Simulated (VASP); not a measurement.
# MoSe2 (P6_3/mmc) in VASP: further runs, part 2 of 3

VASP 6.6.1. Earlier steps stand in the parts before.

**3. Relaxation of cell and atoms, PBE**

This run uses another cell than the first one, of 23.03 Å³/atom, 1.144 times its volume.

INCAR

```
SYSTEM = MoSe2
PREC = Accurate
ENCUT = 300
EDIFF = 1E-7
ISMEAR = 0
SIGMA = 0.03
LREAL = .False.
LASPH = .True.
NELM = 80
ALGO = Normal
ISIF = 3
LWAVE = .False.
LCHARG = .False.
GGA = PE
IBRION = 2
NSW = 90
EDIFFG = -0.005
KPAR = 2
```

KPOINTS

```
regular mesh
0
Gamma
  5 5 1
  0 0 0
```

POSCAR

```
MoSe2                                   
1.0
    3.3183763981      0.0000000000      0.0000000000
   -1.6591881991      2.8737982601     -0.0000000000
    0.0000000000     -0.0000000000     14.4927041788
  Mo              Se            
     2     4
Direct
     0.3333333332999970    0.6666666667000030    0.2500000000000000
     0.6666666667000030    0.3333333332999970    0.7500000000000000
     0.3333333332999970    0.6666666667000030    0.6348878232291648
     0.6666666667000030    0.3333333332999970    0.1348878232291650
     0.3333333332999970    0.6666666667000030    0.8651121767708352
     0.6666666667000030    0.3333333332999970    0.3651121767708350
```

Potentials or basis: VASP PAW PBE potentials, release 64 (Mo, Se).

On the command line:

```console
cat potpaw_PBE.64/Mo/POTCAR potpaw_PBE.64/Se/POTCAR > POTCAR
mpirun -np 2 vasp_std > vasp.out
```

OUTCAR:

```text
SYSTEM = MoSe2
   PREC = Accurate
   ENCUT = 300
   EDIFF = 1E-7
   ISMEAR = 0
   LREAL = .False.
   LASPH = .True.
   NELM = 80
   ISIF = 3
   GGA = PE
   IBRION = 2
   NSW = 90
   EDIFFG = -0.005

 ion  position               nearest neighbor table
   1  0.333  0.667  0.250-   4 2.54   6 2.54   4 2.54   6 2.54   4 2.54   6 2.54
   2  0.667  0.333  0.750-   3 2.54   5 2.54   3 2.54   5 2.54   3 2.54   5 2.54
   3  0.333  0.667  0.635-   2 2.54   2 2.54   2 2.54
   4  0.667  0.333  0.135-   1 2.54   1 2.54   1 2.54
   5  0.333  0.667  0.865-   2 2.54   2 2.54   2 2.54
   6  0.667  0.333  0.365-   1 2.54   1 2.54   1 2.54

  LATTYP: Found a hexagonal cell.
 ALAT       =     3.3183763981
 C/A-ratio  =     4.3674081660

  Lattice vectors:

 A1 = (   3.3183763981,   0.0000000000,   0.0000000000)
 A2 = (  -1.6591881991,   2.8737982601,   0.0000000000)
 A3 = (   0.0000000000,   0.0000000000,  14.4927041788)

[... 284 lines left out ...]

[... ionic steps 4 to 8 ...]

--------------------------------------- Ionic step        9  -------------------------------------------

 number of electron      36.0000005 magnetization

------------------------ aborting loop because EDIFF is reached ----------------------------------------
[... 75 lines left out ...]
--------------------------------------- Ionic step       11  -------------------------------------------

 number of electron      35.9999992 magnetization

 Free energy of the ion-electron system (eV)
  ---------------------------------------------------
  ext. energy  EPLUGINS =         0.00000000
  ---------------------------------------------------
  free energy    TOTEN  =       -39.93475871 eV

  energy without entropy =      -39.93475871  energy(sigma->0) =      -39.93475871

 E-fermi :   3.3751     XC(G=0):  -9.6283

 val. band max:        3.2285635832   @ k =   0.0000   0.0000   0.0000
 cond. band min:       4.6417425162   @ k =   0.2000   0.2000   0.0000
 fundamental gap:      1.4131789330
 Fermi energy:         3.3750787995

 k-point     1 :       0.0000    0.0000    0.0000
  band No.  band energies     occupation
      1     -10.9762      2.00000
      2     -10.9275      2.00000
      3     -10.0517      2.00000
      4      -9.9758      2.00000
      5      -2.3260      2.00000
      6      -1.9777      2.00000
[... 147 lines left out ...]
  FREE ENERGIE OF THE ION-ELECTRON SYSTEM (eV)
  ---------------------------------------------------
  free  energy   TOTEN  =       -39.9347587130 eV

  energy  without entropy=      -39.9347587130  energy(sigma->0) =      -39.93475871

 reached required accuracy - stopping structural energy minimisation
```

OSZICAR:

```text
N       E                     dE             d eps       ncg     rms          rms(c)
DAV:   1     0.145905388819E+03    0.14591E+03   -0.11231E+04   220   0.897E+02
DAV:   2    -0.295491323023E+02   -0.17545E+03   -0.17115E+03   300   0.205E+02
DAV:   3    -0.418425013910E+02   -0.12293E+02   -0.12252E+02   298   0.574E+01
[... 96 lines left out ...]
DAV:   6    -0.399347544295E+02    0.63686E-05   -0.18432E-04   298   0.584E-02    0.231E-02
DAV:   7    -0.399347591981E+02   -0.47686E-05   -0.10319E-04   310   0.453E-02    0.107E-02
DAV:   8    -0.399347578700E+02    0.13281E-05   -0.12659E-05   302   0.158E-02    0.188E-03
DAV:   9    -0.399347586630E+02   -0.79302E-06   -0.20927E-06   238   0.783E-03    0.150E-03
DAV:  10    -0.399347587130E+02   -0.49955E-07   -0.15484E-07   208   0.183E-03
  11 F= -.39934759E+02 E0= -.39934759E+02  d E =-.528170E-03
```

CONTCAR:

```text
MoSe2
   1.00000000000000
     3.3164412268099204    0.0000000000000345    0.0000000000000000
    -1.6582206134549009    2.8721223526020516   -0.0000000000000000
    -0.0000000000000000   -0.0000000000000000   14.7142621644590523
  Mo              Se
     2     4
Direct
     0.3333333332999970    0.6666666667000030    0.2500000000000000
     0.6666666667000030    0.3333333332999970    0.7500000000000000
     0.3333333332999970    0.6666666667000030    0.6365775026932494
     0.6666666667000030    0.3333333332999970    0.1365775026932494
     0.3333333332999970    0.6666666667000030    0.8634224973067506
     0.6666666667000030    0.3333333332999970    0.3634224973067507

  0.00000000E+00  0.00000000E+00  0.00000000E+00
  0.00000000E+00  0.00000000E+00  0.00000000E+00
  0.00000000E+00  0.00000000E+00  0.00000000E+00
  0.00000000E+00  0.00000000E+00  0.00000000E+00
  0.00000000E+00  0.00000000E+00  0.00000000E+00
  0.00000000E+00  0.00000000E+00  0.00000000E+00
```

It took 44 s on 2 MPI ranks of Intel Xeon 6975P-C (Granite Rapids), shared host; peak memory 0.17 GiB.

What came out:

| Property | Result |
| --- | --- |
| Free energy | -39.9348 eV |
| Relaxed volume | 23.36 Å³/atom |
| Relaxed cell | a = 3.316 Å, b = 3.316 Å, c = 14.714 Å, α = 90.00°, β = 90.00°, γ = 120.00° |
| Space group after relaxing (to 0.05 Å) | P6_3/mmc (No. 194) |
| Energy gained by relaxing | 0.1 meV/atom |
| Ionic steps | 11 |
| Pressure after relaxing | 0.0 GPa |
| Band gap on the k mesh | 1.41 eV, indirect (least direct gap 1.86 eV) |

Step by step:
| step | energy change (eV) | largest force (eV/Å) | pressure (GPa) | volume (Å³) |
| --- | --- | --- | --- | --- |
| 1 | 0.0000 | 0.0017 | -0.03 | 138.21 |
| 2 | -0.0001 | 0.0018 | 0.04 | 138.11 |
| 3 | -0.0001 | 0.0019 | 0.04 | 138.11 |
| 4 | -0.0001 | 0.0164 | -0.03 | 138.19 |
| 5 | -0.0001 | 0.0103 | 0.00 | 138.15 |
| 6 | -0.0001 | 0.0116 | 0.00 | 138.16 |
| 7 | -0.0001 | 0.0113 | 0.00 | 138.20 |
| 8 | -0.0002 | 0.0106 | 0.00 | 138.34 |
| 9 | -0.0003 | 0.0093 | 0.00 | 138.60 |
| 10 | -0.0004 | 0.0061 | 0.00 | 139.12 |
| 11 | -0.0006 | 0.0016 | 0.01 | 140.16 |

Final structure:
```cif
data_structure
_symmetry_space_group_name_H-M 'P 1'
_symmetry_Int_Tables_number 1
_cell_length_a 3.3164
_cell_length_b 3.3164
_cell_length_c 14.7143
_cell_angle_alpha 90.000
_cell_angle_beta 90.000
_cell_angle_gamma 120.000
_cell_volume 140.16
loop_
_atom_site_label
_atom_site_type_symbol
_atom_site_fract_x
_atom_site_fract_y
_atom_site_fract_z
_atom_site_occupancy
Mo1 Mo 0.33333 0.66667 0.25000 1
Mo2 Mo 0.66667 0.33333 0.75000 1
Se1 Se 0.33333 0.66667 0.63658 1
Se2 Se 0.66667 0.33333 0.13658 1
Se3 Se 0.33333 0.66667 0.86342 1
Se4 Se 0.66667 0.33333 0.36342 1
```

Levels at points of the mesh, in eV from the valence-band top:
| k point | band 16 | band 17 | band 18 | band 19 | band 20 | band 21 |
| --- | --- | --- | --- | --- | --- | --- |
| (0.00, 0.00, 0.00) | -1.16 | -0.54 | 0.00 | 2.84 | 2.84 | 2.85 |

Caveat: the k mesh is coarse (spacing up to 0.44 Å⁻¹), so the values aren't converged; an odd mesh through Γ misses points on the zone boundary, where band edges often lie; this functional lacks dispersion, which binds the layers, so the pressure and a relaxed spacing across them are unreliable.

(Part 2 of 3 ends here.)
